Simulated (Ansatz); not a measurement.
Runs of Ansatz 0.2.0 on BaTiO3. It takes space group R3m (No. 160, trigonal). The conventional cell has a = 5.655 Å, b = 5.655 Å, c = 6.955 Å, α = 90.00°, β = 90.00°, γ = 120.00°. Ba (site symmetry 3m) has 12 O at 2.79 to 2.89 Å as nearest neighbours. Ti (site symmetry 3m) is surrounded by 6 O at 1.87 to 2.14 Å. O (site symmetry m) is surrounded by 2 Ti at 1.87 to 2.14 Å. 

```csv
task,level,spin,U,cell,cutoff (eV),points for each segment of the path,hubbard projectors,double counting,gap on the mesh (eV),pressure (GPa),largest force (eV/Å)
band structure,PBEsol+U,off,Ti d U = 1 eV,as given,420,14,ortho-atomic (the default),fll (the default),(c),-0.9,(b)
single point,PBE,off,-,as given,350,-,-,-,2.49,5.1,0.13
band structure,PBE,"SOC, no magnetisation",-,as given,420,14,-,-,2.49,5.0,0.14
relaxation of cell and atoms,r2SCAN+rVV10,off,-,relaxed,500,-,-,-,(a),0.0,-
```

Alike in all rows: potentials or basis Ansatz PAW; k mesh 7 × 7 × 7; smearing fermi-dirac 0.05 eV.

Question: Fill in the values left out.

Answer: (a) 2.80; (b) 0.18; (c) 2.54.

Caveats: spin-orbit coupling is left out, which moves the levels of the heavy elements (some runs); the k mesh misses the band edges, so the gap on the mesh is wider than the one along the path (some runs); the PAW data sets come from PBE, with cores solved anew for the run's functional, which leaves a small shift of forces and pressure (some runs); odd divisions of the mesh miss points on the zone boundary, where band edges often lie, so the gap on the mesh can be too wide (some runs); the pressure holds a Pulay correction of +6.1 GPa for the finite cutoff (some runs); the cutoff lies under the one recommended for these potentials (some runs); the plane-wave basis is chosen anew once the cell has moved, so the energies of steps on either side of that aren't comparable (some runs).

A k mesh can miss the band edges, and rows without SOC leave out spin-orbit coupling on Ba.
